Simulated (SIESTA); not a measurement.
Wanted: the native input for a SIESTA 5.4.2 run.

```yaml
Task: single point
Functional: PBE
Potentials_or_basis: PseudoDojo 0.4 standard (PBE files)
Basis: DZP (energy shift 0.003 Ry; two zetas on semicore shells)
Grid_cutoff: 800 Ry
Energy_shift: 0.003 Ry
k_mesh: 8 × 8 × 1
Occupations: fermi-dirac, width 0.05 eV
Spin: collinear spin, zero start
Starting_moments: "[0.0, 0.0, 0.0, 0.0, 0.0] μB"
dipole_correction: yes
```

The system is Mn, a slab with vacuum.

```
Mn
1.0
     2.73155    0.00000    0.00000
    -1.36578    2.36559    0.00000
     0.00000    0.00000   23.92122
Mn
5
Cartesian
  1.3658 0.7885 7.5000
  0.0000 1.5771 9.7303
  0.0000 0.0000 11.9606
  1.3658 0.7885 14.1909
  0.0000 1.5771 16.4212
```

The slab is cut from a database's or a generator's crystal, which needn't be the stable form of the element.

These files were run (other wordings do the same):

Mn.fdf

```
SystemName                      Mn
SystemLabel                     Mn
NumberOfSpecies                 1
NumberOfAtoms                   5
%block ChemicalSpeciesLabel
  1  25 Mn
%endblock ChemicalSpeciesLabel

LatticeConstant                 1.0 Ang
%block LatticeVectors
     2.7315534957     0.0000000000     0.0000000000
    -1.3657767479     2.3655947191     0.0000000000
     0.0000000000     0.0000000000    23.9212163595
%endblock LatticeVectors
AtomicCoordinatesFormat         Fractional
%block AtomicCoordinatesAndAtomicSpecies
     0.6666666667     0.3333333333     0.3135292072  1  Mn
     0.3333333333     0.6666666667     0.4067646036  1  Mn
     0.0000000000     0.0000000000     0.5000000000  1  Mn
     0.6666666667     0.3333333333     0.5932353964  1  Mn
     0.3333333333     0.6666666667     0.6864707928  1  Mn
%endblock AtomicCoordinatesAndAtomicSpecies

%block kgrid.MonkhorstPack
    8   0   0  0.0
    0   8   0  0.0
    0   0   1  0.0
%endblock kgrid.MonkhorstPack
XC.Functional                   GGA
XC.Authors                      PBE
PAO.BasisSize                   DZP
PAO.EnergyShift                 0.003 Ry
Mesh.Cutoff                     800 Ry
Spin                            polarized
%block DM.InitSpin
    1   0.000
    2   0.000
    3   0.000
    4   0.000
    5   0.000
%endblock DM.InitSpin
OccupationFunction              FD
ElectronicTemperature           0.05 eV
Slab.DipoleCorrection           vacuum
MaxSCFIterations                120
SCF.MustConverge                false
SCF.Mixer.Method                Pulay
SCF.Mixer.Weight                0.25
SCF.Mixer.History               8
SCF.DM.Tolerance                5.0e-05
SCF.H.Tolerance                 1.0e-03 eV
WriteForces                     true
Charge.Mulliken                 end
%block PAO.Basis
  Mn 5
  n=3 0 2
    2.732 0.000
  n=4 0 2
    7.626 0.000
  n=3 1 2
    3.070 0.000
  n=4 1 1
    7.626
  n=3 2 2
    5.108 0.000
%endblock PAO.Basis
```

Potentials or basis: PseudoDojo 0.4 standard (PBE files), DZP (energy shift 0.003 Ry; two zetas on semicore shells).

Run with:

```bash
$ siesta Mn.fdf > Mn.out 2>&1
```

It gave:

* Largest force: 2.270 eV/Å
* Band gap on the k mesh: none (metal or under the smearing width)
* Net moment: 0.00 μB per cell

Caveat: the cell was measured hot, at 1373 K; the basis of atomic orbitals isn't converged, which shifts pressures, moduli and gaps.

Run time: 3.2 min on 1 thread of Arm Neoverse V2 (shared host), peak memory 0.57 GiB.
